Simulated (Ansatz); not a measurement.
The cell is COD entry 1514105, as deposited and not checked against the literature; nothing was relaxed.

MnO: DFT, PBE, PAW with Ansatz's default frozen-core files, scalar-relativistic (Ansatz 0.2.0).

```yaml
crystal:
  lattice:
    - [0.0, 2.222, 2.222]
    - [2.222, 0.0, 2.222]
    - [2.222, 2.222, 0.0]
  atoms:
    - { symbol: Mn, position: [0.0, 0.0, 0.0], spin: 4.0 }
    - { symbol: O, position: [0.5, 0.5, 0.5] }
magnetization:
  spin_polarized: true
kpoints:
  mp_grid: { grid: [14, 14, 14] }
  band_path:
    path:
      - [0.0, 0.0, 0.0]
      - [0.5, 0.0, 0.5]
      - [0.625, 0.25, 0.625]
      - [0.375, 0.375, 0.75]
      - [0.0, 0.0, 0.0]
      - [0.5, 0.5, 0.5]
      - [0.5, 0.25, 0.75]
      - [0.5, 0.0, 0.5]
    npoints: 8
scf:
  occupations: { method: fermi_dirac, width: 0.05 }
hamiltonian:
  xc: pbe
  pseudopotentials: { kind: paw }
output:
  forces: true
  stress: true
  eigenvalues: true
  efg: { contact_densities: true }
  populations: true
  bader: true
  dos: { projected: true, de: 0.2, e_range: [-14, 8] }
```

Output:

```
Engine: ansatz 0.2.0
Pseudopotentials: kind: paw
Pseudopotential: Mn, paw, valence charge 15, recommended cutoff 420 eV (normal)
Pseudopotential: O, paw, valence charge 6, recommended cutoff 420 eV (normal)
Functional definition: PBE
  parameter kappa = 0.804
  parameter beta = 0.06672455060314922
  exchange = pbe_x(kappa = kappa, mu = beta*pi^2/3)
  correlation = pbe_c(beta = beta)
Crystal: 2 atoms, lattice volume = 21.941 Å³
Basis set: ecut = 420 eV, 411 PW (Γ), exchange–correlation on 48×48×48 points (8 copies of the dense FFT grid, shifted against one another)
Bands: 17, of which v1, the nominal top of the filled ones, is band 11 counted from 1 (10 counted from 0)
Symmetry: 48 space group operations
Space group: Fm-3m (ITA 225), of the structure as read, at distance tolerance 2.8e-5 Å
Magnetic group: BNS 225.116 (UNI 1618), of the structure as read, at distance tolerance 2.8e-5 Å
k-points: 104 of 2744
Non-local potential: Mn, projectors of the file, l = 0: 3, l = 1: 2, l = 2: 3, l = 3: 1
Non-local potential: O, projectors of the file, l = 0: 2, l = 1: 2, l = 2: 1
PAW form: soft (Blöchl's): semilocal exchange-correlation on the pseudo side does not see the compensation charge
PAW one-centre angular grid: Mn, 590 points (default); XC on 64 Gauss nodes
PAW one-centre angular grid: O, 110 points (default); XC on 64 Gauss nodes
Initial density: superposition of atomic densities (chi_scale 0.1, normalization cell, long waves kept (reshape's long-wave potential 0.00 eV rms))
Starting moments: Σ|m| = 4 μB on 1 of 2 sites
Initial wavefunctions: pseudopotential atomic-orbital guess
Functional: x = pbe(κ = 0.804, μ = 0.2195149727645171), c = pbe(β = 0.06672455060314922)
SCF iter   1: F=—  HF=-4466.582463 eV  |F-HF|=—  |Δ(HF+E_count)|=         —  Δρ=1.41e-1 (↑1.41e-1 ↓6.42e-2)  dr2=6.01e0  dr2_m=7.89e-1  M=4.500 μB ∫|m|=4.500 μB  β_m=0.30  ethr=3.10e-3  ⟨swp⟩=3.6  Hψ=14384  notcnv=0
Mixer restart at iter 1: flushing history
preconditioner: auto → none  [metal: Δε(μ)=0.044 eV  Ē_g=12.580 eV  σ=0.050 eV  W_gap=0.21  n_scr=8 (ndim 8)  ℏωp=28.6 eV  f_vac=0.000  D(μ)=1.12/eV (n_scr^D=14)  sad-step TF]
SCF iter   2: F=—  HF=-4466.236204 eV  |F-HF|=—  |Δ(HF+E_count)|=   3.46e-1  Δρ=8.27e-2 (↑8.27e-2 ↓3.09e-2)  dr2=1.18e0  dr2_m=4.95e-1  M=4.703 μB ∫|m|=4.703 μB  β_m=0.44  ethr=3.10e-3  ⟨swp⟩=2.8  Hψ=8319  notcnv=0  defer=121
SCF iter   3: F=—  HF=-4466.196026 eV  |F-HF|=—  |Δ(HF+E_count)|=   4.02e-2  Δρ=1.97e-2 (↑1.84e-2 ↓1.97e-2)  dr2=2.23e-1  dr2_m=2.18e-2  M=4.677 μB ∫|m|=4.677 μB  β_m=0.46  ethr=3.10e-3  ⟨swp⟩=2.8  Hψ=7288  notcnv=0  defer=198
SCF iter   4: F=—  HF=-4466.134732 eV  |F-HF|=—  |Δ(HF+E_count)|=         —  Δρ=5.93e-3 (↑5.60e-3 ↓5.93e-3)  dr2=1.26e-2  dr2_m=2.99e-3  M=4.713 μB ∫|m|=4.713 μB  β_m=0.46  ethr=1.06e-3  ⟨swp⟩=2.2  Hψ=5720  notcnv=0  defer=197
Mixer restart at iter 4: flushing history
SCF iter   5: F=—  HF=-4466.147994 eV  |F-HF|=—  |Δ(HF+E_count)|=   1.33e-2  Δρ=5.44e-3 (↑5.44e-3 ↓3.59e-3)  dr2=6.45e-3  dr2_m=1.26e-3  M=4.730 μB ∫|m|=4.730 μB  β_m=0.56  ethr=6.00e-5  ⟨swp⟩=2.0  Hψ=5814  notcnv=0  defer=201
SCF iter   6: F=—  HF=-4466.167132 eV  |F-HF|=—  |Δ(HF+E_count)|=   1.91e-2  Δρ=2.52e-3 (↑2.52e-3 ↓2.21e-3)  dr2=6.09e-4  dr2_m=9.53e-4  M=4.742 μB ∫|m|=4.742 μB  β_m=0.68  ethr=3.07e-5  ⟨swp⟩=2.0  Hψ=6205  notcnv=0  defer=201
SCF iter   7: F=—  HF=-4466.173902 eV  |F-HF|=—  |Δ(HF+E_count)|=   6.77e-3  Δρ=1.68e-3 (↑9.93e-4 ↓1.68e-3)  dr2=1.14e-3  dr2_m=7.82e-5  M=4.749 μB ∫|m|=4.749 μB  β_m=0.78  ethr=2.90e-6  ⟨swp⟩=2.0  Hψ=6643  notcnv=0  defer=201
SCF iter   8: F=—  HF=-4466.175094 eV  |F-HF|=—  |Δ(HF+E_count)|=   1.19e-3  Δρ=1.38e-3 (↑1.38e-3 ↓5.42e-4)  dr2=2.63e-4  dr2_m=1.31e-4  M=4.757 μB ∫|m|=4.757 μB  β_m=0.67  ethr=2.90e-6  ⟨swp⟩=2.0  Hψ=6585  notcnv=0  defer=209
SCF iter   9: F=—  HF=-4466.175036 eV  |F-HF|=—  |Δ(HF+E_count)|=   5.73e-5  Δρ=2.24e-4 (↑2.24e-4 ↓4.65e-5)  dr2=6.68e-6  dr2_m=3.18e-6  M=4.756 μB ∫|m|=4.756 μB  β_m=0.84  ethr=1.25e-6  ⟨swp⟩=2.1  Hψ=5051  notcnv=0  defer=209
SCF iter  10: F=—  HF=-4466.175046 eV  |F-HF|=—  |Δ(HF+E_count)|=   9.96e-6  Δρ=1.05e-5 (↑7.48e-6 ↓1.05e-5)  dr2=4.04e-8  dr2_m=7.58e-9  M=4.756 μB ∫|m|=4.756 μB  β_m=0.84  ethr=3.18e-8  ⟨swp⟩=2.1  Hψ=4795  notcnv=0  defer=209
SCF iter  11: F=-4466.175046 eV  HF=-4466.175046 eV  |F-HF|=4.07e-10  |Δ(HF+E_count)|=   1.39e-8  Δρ=1.83e-6 (↑1.01e-6 ↓1.83e-6)  dr2=4.58e-10  dr2_m=2.74e-10  M=4.756 μB ∫|m|=4.756 μB  ethr=1.93e-10  ⟨swp⟩=4.8  Hψ=13885  notcnv=0
SCF 1 converged in 11 iterations: F = -4466.175046 eV  dr2 = 4.58e-10
  greatest PAW one-centre occupation: 1.004 electrons in one spin orbital (limit 2), on the Mn atom at site 0 (counted from 0), in its partial waves of l = 1
NSCF: frozen V_eff on 57 k-points
SCF converged after 11 iterations
Magnetization: 4.7561 μB (12.8781 up, 8.1219 down)
Absolute magnetization: 4.7561 μB (∫|ρ↑−ρ↓|, with the PAW one-centre terms)
Spin contamination: 0.0116 ħ² per cell (⟨S²⟩ above its minimum at these occupations)
Per-site moments (μB) at R_I (Å): [(4.036605302467245, 0.916575), (0.2295996743317786, 0.916575)]
Free energy (F): -4466.175046 eV
Harris-Foulkes:  -4466.175046 eV  (|F-HF|=4.07e-10)
Internal energy: -4466.167118 eV  (E = F + TS)
E sigma→0 (E₀):  -4466.171082 eV
Entropy (-TS):   -0.007928 eV (-3.964 meV/atom)
Fermi energy:    13.430885 eV
--- Per-component energies (eV) ---
  E_band       = -247.219147
  E_kinetic    = 474.050851
  E_local      = -2229.770358  (includes V_loc(G=0)·N_el)
  E_nonlocal   = 302.538980
  E_hartree    = 893.971502
  E_xc         = -184.540949
  E_vxc        = -235.747723  (∫ρ·V_xc dr)
  E_paw        = -1465.911938  (= ΣΔE_a)
  E_vpaw       = -346.237042  (= ΣTr[D̂ρ^β])
  E_aug_tail   = 0.002386  (compensation charges beyond the density's cutoff)
  E_ewald      = -2256.507592
  E_smearing   = -0.007928  (= −TS)
  E_closure    = 0.000000  (closes the sum)
  Σ components = -4466.175046   (vs F -4466.175046, Δ=0.00e0)
--- Forces (eV/Å), atoms counted from 1 ---
  atom   1  Mn    -0.00000000     0.00000000     0.00000000
  atom   2  O      0.00000000     0.00000000     0.00000000
  max |Σ_I F_I| component: 2.23e-29 eV/Å
--- Stress (GPa, compression-positive) ---
       -0.245901       0.000000      -0.000000
        0.000000      -0.245901      -0.000000
        0.000000      -0.000000      -0.245901
  P = ⅓ Tr σ = -0.2459 GPa (-2.459 kbar)
--- PAW observables at the nuclei: V_zz in 10²¹ V/m², potentials from the cell's mean, atoms counted from 1 ---
  atom   1  Mn V_zz =    +0.000000   η = 0.0000   by run symmetry: forbidden
            electrostatic potential = -3032.060817 V   contact ρ = 87778.634596 e/Å³   contact ρ_s (e/Å³): all electrons -2.797058, valence +6.349242
  atom   2  O  V_zz =    +0.000000   η = 0.0000   by run symmetry: forbidden
            electrostatic potential = -626.279362 V   contact ρ = 2158.346248 e/Å³   contact ρ_s (e/Å³): all electrons +3.184987, valence +3.450405
--- Band table (eV; the first three rows and the last of 208) ---
  k-point 0 ↑: bands = ["-68.1753", "-36.9144", "-36.9144", "-36.9144", "-6.8770", "9.6478", "9.6478", "9.6478", "10.2161", "10.2161", "10.2161", "10.7470", "10.7470", "12.8858", "27.3678", "29.6592", "29.6592"]
  k-point 1 ↑: bands = ["-68.1749", "-36.9176", "-36.9148", "-36.9148", "-6.8332", "9.1273", "9.3221", "9.3221", "10.2887", "10.2887", "10.3927", "11.0639", "11.0639", "13.2706", "26.7382", "29.4900", "29.4900"]
  k-point 2 ↑: bands = ["-68.1740", "-36.9266", "-36.9160", "-36.9160", "-6.7078", "8.2147", "8.7910", "8.7910", "10.4127", "10.4127", "10.5769", "11.6536", "11.6536", "14.1246", "25.4178", "28.8708", "28.8708"]
  k-point 103 ↓: bands = ["-63.4144", "-32.3072", "-32.2976", "-32.2820", "-5.4321", "7.5005", "7.9072", "8.2005", "14.3326", "15.0159", "15.5669", "15.8394", "16.3075", "22.1215", "22.7728", "23.3930", "26.0746"]
--- Löwdin populations: 2 sites ---
  site symbol       q [e]    m [muB]
     0     Mn     13.8605     4.4632
     1      O      7.0218     0.2790
  spilling = 0.005605 (of n_electrons = 21.000000)
--- Bader charges: 2 sites ---
  site symbol  charge [e]  shift [e]    m [muB]
     0     Mn      1.3757     0.0005     4.3920
     1      O     -1.3757     0.0005     0.3641
  estimated error of the sums over rays = 4.1e-4 e
```

populations.tsv:

```
# site	symbol	l	j	q_up	q_dn
# orbitals = lowdin
# n_electrons = 21.000000
# spilling = 0.005605
0	Mn	0_3S	-	0.999701	0.999707
0	Mn	0_4S	-	0.256307	0.201175
0	Mn	1_3P	-	2.998970	2.998171
0	Mn	2_3D	-	4.906891	0.499568
1	O	0_2S	-	0.950385	0.902947
1	O	1_2P	-	2.699998	2.468469
```

bader_charges.tsv:

```
# site	symbol	x_ang	y_ang	z_ang	partial_charge_e	electrons	volume_ang3	relative_density_drop	shared_charge_e	partial_wave_shift_e	spin_moment_mub
# quadrature_error_electrons = 4.1e-4
0	Mn	0.0000	0.0000	0.0000	1.37568	23.62432	9.91	-	1.37568	0.00048	4.39196
1	O	2.2220	2.2220	2.2220	-1.37568	9.37568	12.03	-	-1.37568	0.00048	0.36413
```

Semilocal functionals without U often leave such compounds metallic or with too small a gap, and the real magnetic order may differ.

Other magnetic orders may lie lower; this is the state that the run reached.
